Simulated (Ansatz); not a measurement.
Eigenvalues along a path: Si (beta tin type)

```
Si
1.0
    -2.40886    2.40886    1.32331
     2.40886   -2.40886    1.32331
     2.40886    2.40886   -1.32331
Si
2
Direct
  0.62500 0.87500 0.75000
  0.37500 0.12500 0.25000
```

The cell comes from a relaxation on PAW files under the same functional, begun from a prototype that needn't be the stable phase.

Level of theory: DFT with PBE, scalar-relativistic, in Ansatz 0.2.0; a Γ-centred 18×18×18 k mesh, Fermi–Dirac smearing of 0.1 eV, no spin polarisation. LAPW: all electrons, basis error target 1 meV/atom.

Path points, in fractions of the reciprocal vectors: Γ (0.000, 0.000, 0.000), X (0.000, 0.000, 0.500), M (-0.500, 0.500, 0.500), Z (0.325, 0.325, -0.325), Z0 (-0.325, 0.675, 0.325), P (0.250, 0.250, 0.250). The distance column jumps between branches of the path. Levels in eV from the Fermi level; bands 9 to 14, counted from the lowest band of the run. The gap is zero, the pressure 0.00 GPa.

```
# k(1/Å) point b9 b10 b11 b12 b13 b14
0.000 Γ -13.67 -2.50 -2.50 -2.13 1.60 7.56
0.132 - -13.61 -3.61 -2.44 -1.27 2.02 6.73
0.263 - -13.42 -4.96 -2.27 -0.58 3.16 5.50
0.395 - -13.10 -6.27 -1.98 -0.07 4.29 4.74
0.527 - -12.66 -7.51 -1.58 0.45 3.15 5.31
0.659 - -12.10 -8.65 -1.07 1.04 2.10 4.29
0.790 - -11.41 -9.69 -0.44 1.15 1.71 3.34
0.922 X -10.61 -10.61 0.30 0.30 2.48 2.48
1.054 - -10.55 -10.55 -0.50 -0.50 3.33 3.33
1.186 - -10.37 -10.37 -1.80 -1.80 4.75 4.75
1.317 - -10.07 -10.07 -3.10 -3.10 5.87 5.87
1.449 - -9.66 -9.66 -4.30 -4.30 6.13 6.13
1.581 - -9.16 -9.16 -5.39 -5.39 6.03 6.03
1.713 - -8.61 -8.61 -6.28 -6.28 5.93 5.93
1.844 M -8.30 -8.30 -6.72 -6.72 5.89 5.89
2.031 - -9.28 -8.17 -6.60 -5.50 5.94 5.99
2.217 - -10.57 -7.79 -6.25 -3.54 5.96 6.30
2.403 - -11.67 -7.17 -5.68 -1.34 5.21 6.80
2.590 - -12.54 -6.30 -4.91 1.05 3.38 6.13
2.776 - -13.17 -5.20 -3.97 1.36 3.55 4.02
2.962 - -13.54 -3.87 -3.00 -0.56 2.34 5.98
3.149 Γ -13.67 -2.50 -2.50 -2.13 1.60 7.56
3.369 - -13.49 -2.35 -2.35 -1.96 1.78 6.70
3.590 - -12.96 -1.93 -1.93 -1.47 2.32 4.36
3.811 - -12.08 -1.31 -1.31 -0.71 1.83 2.05
4.032 - -10.85 -0.89 -0.89 -0.76 -0.47 0.93
4.252 - -9.30 -2.62 -2.50 -1.65 -1.65 2.17
4.473 - -7.49 -4.37 -4.16 -3.07 -3.07 3.86
4.694 Z -6.28 -5.82 -4.58 -4.40 -4.40 5.78
6.182 Z0 -6.28 -5.82 -4.58 -4.40 -4.40 5.78
6.300 - -6.65 -6.47 -5.00 -5.00 -3.53 6.89
6.419 - -7.12 -7.02 -5.52 -5.52 -2.20 8.01
6.537 - -7.53 -7.47 -5.95 -5.95 -0.74 9.11
6.655 - -7.87 -7.83 -6.28 -6.28 0.82 9.97
6.774 - -8.11 -8.08 -6.52 -6.52 2.45 9.31
6.892 - -8.25 -8.24 -6.67 -6.67 4.15 7.65
7.011 M -8.30 -8.30 -6.72 -6.72 5.89 5.89
7.933 X -10.61 -10.61 0.30 0.30 2.48 2.48
8.102 - -10.51 -10.51 0.36 0.36 2.56 2.56
8.272 - -10.20 -10.20 0.51 0.51 2.72 2.72
8.442 - -9.68 -9.68 0.40 0.40 2.41 2.41
8.611 - -8.97 -8.97 -0.79 -0.79 2.37 2.37
8.781 - -8.07 -8.07 -2.44 -2.44 2.97 2.97
8.950 - -7.00 -7.00 -4.01 -4.01 3.72 3.72
9.120 P -6.14 -6.14 -5.05 -5.05 4.13 4.13
```
